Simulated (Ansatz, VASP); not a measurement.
## One calculation of Tl, two programs

INCAR

```
SYSTEM = Tl
PREC = Accurate ; ENCUT = 520
EDIFF = 1E-7 ; ISMEAR = -1
SIGMA = 0.05 ; LREAL = .False.
LASPH = .True. ; NELM = 80
ALGO = Normal ; ISIF = 2
LWAVE = .False. ; LCHARG = .False.
GGA = PE ; NBANDS = 34
```

The input KPOINTS:

```
Automatic mesh
0
Gamma
  9 9 3
  0 0 0
```

The input POSCAR:

```
Tl
1.0
    3.4850889649      0.0000000000      0.0000000000
   -1.7425444824      3.0181755779      0.0000000000
    0.0000000000      0.0000000000     11.1899942671
Tl
4
Direct
    0.6666666667      0.3333333333      0.7500000000
    0.0000000000      0.0000000000      0.5000000000
    0.3333333333      0.6666666667      0.2500000000
    0.0000000000      0.0000000000      0.0000000000
```

input.yaml

```yaml
crystal:
  lattice:
    - [3.4850889649, 0.0, 0.0]
    - [-1.7425444824, 3.0181755779, 0.0]
    - [0.0, 0.0, 11.1899942671]
  atoms:
    - { symbol: Tl, position: [0.6666666667, 0.3333333333, 0.75] }
    - { symbol: Tl, position: [0.0, 0.0, 0.5] }
    - { symbol: Tl, position: [0.3333333333, 0.6666666667, 0.25] }
    - { symbol: Tl, position: [0.0, 0.0, 0.0] }
hamiltonian:
  xc: pbe
  pseudopotentials: { kind: paw }
kpoints:
  mp_grid: { grid: [9, 9, 3] }
scf:
  occupations: { method: fermi_dirac, width: 0.05 }
output:
  forces: true
  stress: true
  eigenvalues: true
```

Change from the starting cell: volume scaled by 0.98.

Alike in both runs: task single point; functional PBE; k mesh 9 × 9 × 3; occupations fermi-dirac, width 0.05 eV; no spin polarisation.

|  | VASP | Ansatz |
| --- | --- | --- |
| version | VASP 6.6.1 | Ansatz 0.2.0 |
| potentials or method | VASP PAW PBE potentials, release 64 (Tl_d) | Ansatz PAW |
| plane-wave cutoff (eV) | 520 | 420 |
| valence electrons in the cell | 52 | 52 |

Ansatz gave:

| Property | Result |
| --- | --- |
| gap on the k mesh at the Fermi level (eV) | none |
| pressure (GPa) | 1.9 |

**Question.** Which values does VASP return?

**Answer.** gap on the k mesh at the Fermi level (eV): none; pressure (GPa): 1.8.

A gap of «none» marks a metal or a gap that the smearing closes.

Spin-orbit coupling is left out, which matters for the levels of Tl.
